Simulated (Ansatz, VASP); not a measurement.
## Mg in VASP and in Ansatz

```
CELL_PARAMETERS angstrom
3.09605 0.00000 0.00000
-1.54803 2.68126 0.00000
0.00000 0.00000 2.95349
ATOMIC_POSITIONS crystal
Mg 0.00000 0.00000 0.00000
```

Change from the starting cell: strain +0.015 along x and y, -0.030 along z, atoms carried along.

Alike in both runs: task single point; functional LDA; k mesh 18 × 18 × 16; occupations gaussian, width 0.15 eV; no spin polarisation.

|  | VASP | Ansatz |
| --- | --- | --- |
| version | VASP 6.6.1 | Ansatz 0.2.0 |
| potentials or method | VASP PAW LDA potentials, release 64 (Mg) | scalar-relativistic, plane waves, PAW |
| plane-wave cutoff (eV) | 520 | 420 |
| valence electrons in the cell | 2 | 10 |

```csv
,VASP,Ansatz,Ansatz less VASP
gap on the k mesh at the Fermi level (eV),none,none,-
pressure (GPa),-0.9,-0.7,+0.25
largest component of the traceless stress (GPa),1.96,1.94,-0.018
```

A gap of «none» marks a metal or a gap that the smearing closes. The two sets of potentials don't hold the same shells in valence.
